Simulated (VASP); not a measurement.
# MnS (R-3m) in VASP: a series of runs, part 2 of 2

VASP 6.6.1. The steps go on from the part before.

### Step 4. Single point, PBE, collinear spin, ferromagnetic start

Contents of INCAR:

```
SYSTEM = MnS
ADDGRID = .False.
ALGO = Normal
EDIFF = 1E-6
ENCUT = 800
GGA = PE
ISIF = 2
ISMEAR = 0
ISPIN = 2
LASPH = .True.
LCHARG = .False.
LMAXMIX = 4
LORBIT = 11
LREAL = .False.
LWAVE = .False.
MAGMOM = 4 0
NELM = 100
PREC = Accurate
SIGMA = 0.05
```

Contents of KPOINTS:

```
k-points
0
Gamma
  5 5 5
  0 0 0
```

Contents of POSCAR:

```
MnS
1.0
    1.8299960138      1.0565486912      2.9709202777
   -1.8299960138      1.0565486912      2.9709202777
    0.0000000000     -2.1130973823      2.9709202777
Mn S
1 1
Direct
   -0.0003430000      0.0039840000     -0.0109630000
    0.4802460000      0.5015880000      0.5288910000
```

Potentials or basis: VASP PAW PBE potentials, release 64 (Mn_pv, S_h).

On the command line:

```console
cat potpaw_PBE.64/Mn_pv/POTCAR potpaw_PBE.64/S_h/POTCAR > POTCAR
mpirun -np 1 vasp_std > vasp.out
```

OUTCAR:

```text
SYSTEM = MnS
   EDIFF = 1E-6
   ENCUT = 800
   GGA = PE
   ISIF = 2
   ISMEAR = 0
   ISPIN = 2
   LASPH = .True.
   LORBIT = 11
   LREAL = .False.
   NELM = 100
   PREC = Accurate

 Found     63 irreducible k-points:

 Following reciprocal coordinates:
            Coordinates               Weight
  0.000000  0.000000  0.000000      1.000000
  0.200000 -0.000000  0.000000      2.000000
 -0.000000  0.200000  0.000000      2.000000
  0.000000  0.000000  0.200000      2.000000
  0.400000  0.000000  0.000000      2.000000
  0.000000  0.400000  0.000000      2.000000
   k-points           NKPTS =     63   k-points in BZ     NKDIM =     63   number of bands    NBANDS=     15
[... 309 lines left out ...]
 -----------------------------------------------------------------------------
  energy-cutoff  :      800.00
  volume of cell :       34.47
      direct lattice vectors                 reciprocal lattice vectors
     1.829996014  1.056548691  2.970920278     0.273224639  0.157746319  0.112198680
    -1.829996014  1.056548691  2.970920278    -0.273224639  0.157746319  0.112198680
     0.000000000 -2.113097382  2.970920278     0.000000000 -0.315492638  0.112198680

 POSITION                                       TOTAL-FORCE (eV/Angst)
 -----------------------------------------------------------------------------------
      1.82208     -1.02954      5.92009        -0.102426     -0.313367      0.163388
     -0.03906     -0.08024      4.48824         0.102426      0.313367     -0.163388
 -----------------------------------------------------------------------------------
    total drift:                                0.000015      0.000058     -0.000018

  FREE ENERGIE OF THE ION-ELECTRON SYSTEM (eV)
  ---------------------------------------------------
  free  energy   TOTEN  =       -14.0631006385 eV

  energy  without entropy=      -14.0618264907  energy(sigma->0) =      -14.06246356

 total charge

# of ion       s       p       d       tot
------------------------------------------
    1        0.220   6.171   4.951  11.343
    2        0.812   1.289   0.000   2.101
--------------------------------------------------
tot          1.032   7.461   4.951  13.444

 magnetization (x)

# of ion       s       p       d       tot
------------------------------------------
    1        0.050   0.040   4.063   4.153
    2        0.020   0.035   0.000   0.055
--------------------------------------------------
tot          0.069   0.075   4.063   4.207
```

OSZICAR:

```text
N       E                     dE             d eps       ncg     rms          rms(c)
DAV:   1     0.162734137360E+03    0.16273E+03   -0.13307E+04  3780   0.181E+03
DAV:   2    -0.830707518725E+01   -0.17104E+03   -0.16401E+03  4081   0.398E+02
DAV:   3    -0.150964306892E+02   -0.67894E+01   -0.67311E+01  4676   0.828E+01
DAV:   4    -0.152040362726E+02   -0.10761E+00   -0.10754E+00  4566   0.107E+01
DAV:   5    -0.152067042838E+02   -0.26680E-02   -0.26679E-02  4970   0.171E+00    0.945E+00
DAV:   6    -0.141863616764E+02    0.10203E+01   -0.88900E+00  3983   0.383E+01    0.955E+00
DAV:   7    -0.140527285871E+02    0.13363E+00   -0.12041E+00  3794   0.179E+01    0.550E+00
DAV:   8    -0.140680025873E+02   -0.15274E-01   -0.52990E-02  4852   0.237E+00    0.312E+00
DAV:   9    -0.140591117741E+02    0.88908E-02   -0.37747E-02  4207   0.209E+00    0.679E-01
DAV:  10    -0.140614011043E+02   -0.22893E-02   -0.90823E-03  4151   0.114E+00    0.497E-01
DAV:  11    -0.140630778440E+02   -0.16767E-02   -0.10447E-03  4179   0.430E-01    0.823E-02
DAV:  12    -0.140630891046E+02   -0.11261E-04   -0.22498E-04  4344   0.120E-01    0.385E-02
DAV:  13    -0.140630983259E+02   -0.92212E-05   -0.15799E-05  4739   0.429E-02    0.176E-02
DAV:  14    -0.140631006816E+02   -0.23557E-05   -0.33069E-06  4381   0.164E-02    0.773E-03
DAV:  15    -0.140631006385E+02    0.43087E-07   -0.84852E-07  3472   0.937E-03
   1 F= -.14063101E+02 E0= -.14062464E+02  d E =-.127415E-02  mag=     4.5521
```

Run time: 2.1 min. Hardware: 1 thread of Intel Xeon Platinum 8488C (Sapphire Rapids), shared host; peak memory 0.3 GiB.

The run converged, but some of its settings lie outside the range that counts as converged, so its numbers aren't taken as properties of the crystal.

What came out:

```yaml
Free_energy: -14.0631 eV
Pressure: -2.2 GPa
Largest_force: 0.368 eV/Å
Band_gap_on_the_k_mesh: none (metal or under the smearing width)
Net_moment: 4.55 μB per cell
Site_moments: Mn +4.15; S +0.06 μB
Valence_electrons_inside_the_program's_atomic_spheres: Mn 11.34; S 2.10
```

Caveat: the k mesh is coarse (spacing up to 0.42 Å⁻¹), so the values aren't converged; a cell with one magnetic atom can't hold antiferromagnetic order, which such compounds often take; semilocal functionals often make such compounds metallic where correlation or magnetic order opens a gap, which also shifts bond lengths.

### Step 5. Single point, PBE, collinear spin, ferromagnetic start

INCAR: that of step 4 with these lines changed.

```diff
@@ -18,2 +18,2 @@
 PREC = Accurate
-SIGMA = 0.05
+SIGMA = 0.5
```

KPOINTS is that of step 4.

Contents of POSCAR:

```
MnS
1.0
    1.8299960138      1.0565486912      2.9709202777
   -1.8299960138      1.0565486912      2.9709202777
    0.0000000000     -2.1130973823      2.9709202777
Mn S
1 1
Direct
    0.0000000000      0.0000000000      0.0000000000
    0.5000000000      0.5000000000      0.5000000000
```

On the command line:

```console
cat potpaw_PBE.64/Mn_pv/POTCAR potpaw_PBE.64/S_h/POTCAR > POTCAR
mpirun -np 1 vasp_std > vasp.out
```

Wall time 47 s (1 thread of Intel Xeon Platinum 8488C (Sapphire Rapids), shared host); peak memory 0.24 GiB.

These settings aren't checked as converged: the numbers below hold their error.

What came out:

```yaml
Free_energy: -14.1496 eV
Pressure: -3.1 GPa
Band_gap_on_the_k_mesh: none (metal or under the smearing width)
Net_moment: 4.49 μB per cell
Site_moments: Mn +4.11; S +0.05 μB
Valence_electrons_inside_the_program's_atomic_spheres: Mn 11.34; S 2.10
```

Caveat: the k mesh is coarse (spacing up to 0.42 Å⁻¹), so the values aren't converged; a cell with one magnetic atom can't hold antiferromagnetic order, which such compounds often take; semilocal functionals often make such compounds metallic where correlation or magnetic order opens a gap, which also shifts bond lengths.

### Step 6. For comparison

An earlier run on the cell as given: functional PBE; potentials or basis VASP PAW PBE potentials, release 64 (Mn_pv, S); cutoff 520 eV; k mesh 9 × 9 × 9; occupations fermi-dirac, width 0.05 eV; collinear spin, ferromagnetic start; starting moments [4.0, 0.0] μB.

- Pressure: -1.6 GPa
- Band gap on the k mesh: none (metal or under the smearing width)
- Net moment: 4.66 μB per cell
- Site moments: Mn +4.22; S +0.10 μB
- Valence electrons inside the program's atomic spheres: Mn 11.33; S 3.73
